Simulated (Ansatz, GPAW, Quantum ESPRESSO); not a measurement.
**The bulk modulus of TiC, sorted by core time**

```yaml
crystal:
  lattice:
    - [0.00000, 2.16572, 2.16572]
    - [2.16572, 0.00000, 2.16572]
    - [2.16572, 2.16572, 0.00000]
  atoms:
    - { symbol: Ti, position: [0.00000, 0.00000, 0.00000] }
    - { symbol: C, position: [0.50000, 0.50000, 0.50000] }
```

The cell is a database's computed one, not the measured one.

```csv
rung,level,program and potentials,cutoff (eV),k mesh,smearing,core time,chip,bulk modulus (GPa),notes
GGA,PBE,"Ansatz, Ansatz PAW",420,11 × 11 × 11,fermi-dirac 0.05,13 s,Arm Neoverse N1,250.5,-
LDA,LDA,"Ansatz, Ansatz PAW",420,11 × 11 × 11,fermi-dirac 0.05,15 s,Arm Neoverse N1,282.8,"potentials made for PBE, which Ansatz adapts in part"
meta-GGA + dispersion,r2SCAN+D4,"Ansatz, Ansatz PAW",500,11 × 11 × 11,fermi-dirac 0.05,19 s,Arm Neoverse V2,265.5,"potentials made for PBE, which Ansatz adapts in part"
meta-GGA,r2SCAN,"Ansatz, Ansatz PAW",500,11 × 11 × 11,fermi-dirac 0.05,32 s,Arm Neoverse N1,262.4,"potentials made for PBE, which Ansatz adapts in part"
LDA,LDA,"Ansatz, all-electron LAPW, scalar-relativistic",-,11 × 11 × 11,fermi-dirac 0.05,47 s,Arm Neoverse V2,282.9,-
GGA + dispersion,BLYP+D3(zero damping),"GPAW, PAW data sets generated for this functional",800,9 × 9 × 9,fermi-dirac 0.05,72 s,Arm Neoverse V2,251.7,-
GGA,PBE,"GPAW, GPAW PAW data sets (gpaw-data 1.2.1)",800,9 × 9 × 9,fermi-dirac 0.05,76 s,Arm Neoverse V2,250.4,-
GGA,PBE,"GPAW, SG15 ONCV 1.2",1100,9 × 9 × 9,fermi-dirac 0.05,1.8 min,Intel Xeon Platinum 8488C Sapphire Rapids,250.0,-
non-local van der Waals functional,rev-vdW-DF2,"Quantum ESPRESSO, PseudoDojo 0.4.1 SR PBE standard",1143,11 × 11 × 11,fermi-dirac 0.05,10 min,Arm Neoverse V1,257.6,potentials made for PBE
```

Times are single runs on shared hosts and different chips, so they are rough; meshes, cutoffs and the tasks' sizes weigh on the time. Task: equation of state. All rows: no spin polarisation. Smearing widths are in eV. For a metal such meshes aren't converged. Meshes differ between rows, which moves values too. Meshes are those of the run's cell of 2 atoms unless a note names another. Runs on faulty files, with rough fits or with known faults for this quantity aren't shown. No row holds spin-orbit coupling.

By rung: LDA 282.8 to 282.9; GGA 250.0 to 250.5; GGA + dispersion 251.7; non-local van der Waals functional 257.6; meta-GGA + dispersion 265.5; meta-GGA 262.4 (GPa).
